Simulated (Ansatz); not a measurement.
# AlN: the cost of one run

Program: Ansatz 0.2.0. Level of theory: DFT LDA, scalar-relativistic, plane waves, PAW. These are calculated values, not measurements.

1 further run of the same task is left out (set aside as unsound or not needed).

### Step 1. The starting structure

The structure is cubic, space group F-43m (No. 216). The conventional cell has a = 4.368 Å, b = 4.368 Å, c = 4.368 Å, α = 90.00°, β = 90.00°, γ = 90.00°. Al (site symmetry -43m) has 4 N at 1.89 Å as nearest neighbours. N (site symmetry -43m) is surrounded by 4 Al at 1.89 Å.

Coordinates:

```cif
data_structure
_symmetry_space_group_name_H-M 'F-43m'
_symmetry_Int_Tables_number 216
_cell_length_a 4.3680
_cell_length_b 4.3680
_cell_length_c 4.3680
_cell_angle_alpha 90.000
_cell_angle_beta 90.000
_cell_angle_gamma 90.000
_cell_volume 83.34
loop_
_atom_site_label
_atom_site_type_symbol
_atom_site_symmetry_multiplicity
_atom_site_Wyckoff_symbol
_atom_site_fract_x
_atom_site_fract_y
_atom_site_fract_z
_atom_site_occupancy
Al1 Al 4 a 0.00000 0.00000 0.00000 1
N1 N 4 c 0.25000 0.25000 0.25000 1
```

It goes back to an entry of the Materials Project, which need not be the stable form.

No relaxation comes first: the listed cell is the starting point.

### Step 2. Zero of energy

Reference values: F = -889.8077 eV; pressure -3.59 GPa; largest force 0.000 eV/Å; gap on the mesh 3.24 eV. It was computed beforehand with the settings of the runs below.

### Step 3. Setting up one atom moved over a plane

Atom 1 (Al) is moved by p along (1.000, 0.000, 0.000) and q along (0.000, 1.000, 0.000) (Å), all else fixed; its images in the other cells move with it. Points alike by symmetry are run once.

### Step 4. At p = -0.300, q = -0.300

input.yaml

```yaml
crystal:
  lattice:
    - [0.0, 2.1839935596, 2.1839935596]
    - [2.1839935596, 0.0, 2.1839935596]
    - [2.1839935596, 2.1839935596, 0.0]
  atoms:
    - { symbol: Al, position: [0.0, 0.0, -0.1373630424] }
    - { symbol: "N", position: [0.75, 0.75, 0.75] }
basis:
  ecutwfc: 420
kpoints:
  mp_grid: { grid: [10, 10, 10] }
hamiltonian:
  xc: lda
scf:
  occupations: { method: gaussian, width: 0.05 }
output:
  forces: true
  stress: true
  eigenvalues: true
  write_density: true
  write_potential: true
  elf: true
  volumetric_format: npy
```

On the command line:

```console
$ ansatz run input.yaml --threads 1 --pin off --max-ram 2560MiB --backend cpu --events-out ev --progress --plain --runs-dir out
```

Q: Estimate wall time and peak memory on 1 thread of Arm Neoverse V2, shared host.

About 6.2 s, with a peak of 0.34 GiB.
